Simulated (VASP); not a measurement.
A run of VASP 6.6.1 is set up as follows.

File INCAR:

```
SYSTEM = Si
PREC     = Accurate       ! precision mode
ENCUT    = 600            ! plane-wave cutoff, eV
EDIFF    = 1E-7           ! SCF threshold, eV
ISMEAR   = 0              ! smearing method
SIGMA    = 0.03           ! smearing width, eV
LREAL    = .FALSE.        ! projectors in reciprocal space
LASPH    = .TRUE.         ! aspherical terms in the spheres
NELM     = 80             ! most SCF steps
ALGO     = Normal         ! electronic algorithm
ISIF     = 2              ! what is computed and relaxed
LWAVE    = .FALSE.        ! write WAVECAR
LCHARG   = .FALSE.        ! write CHGCAR
GGA      = PE             ! functional
IBRION   = 2              ! ionic algorithm
NSW      = 40             ! ionic steps
EDIFFG   = -0.01          ! ionic threshold
```

File KPOINTS:

```
regular mesh
0
G
  10 10 10
  0 0 0
```

POSCAR

```
Si                                      
1.0
    0.0000000000      2.7702785854      2.7702785854
    2.7702785854      0.0000000000      2.7702785854
    2.7702785854      2.7702785854      0.0000000000
  Si            
     2
Direct
     0.7500000000000000    0.7500000000000000    0.7500000000000000
     0.5000000000000000    0.5000000000000000    0.5000000000000000
```

Potentials or basis: VASP PAW PBE potentials, release 64 (Si).

Run with:

```bash
$ cat potpaw_PBE.64/Si/POTCAR > POTCAR
$ mpirun -np 1 vasp_std > vasp.out
```

(1) Predict the band gap on the k mesh.

Results:

(1) 0.68 eV, indirect (least direct gap 2.47 eV).

Caveat: the relaxation stopped at its first step, so nothing moved.
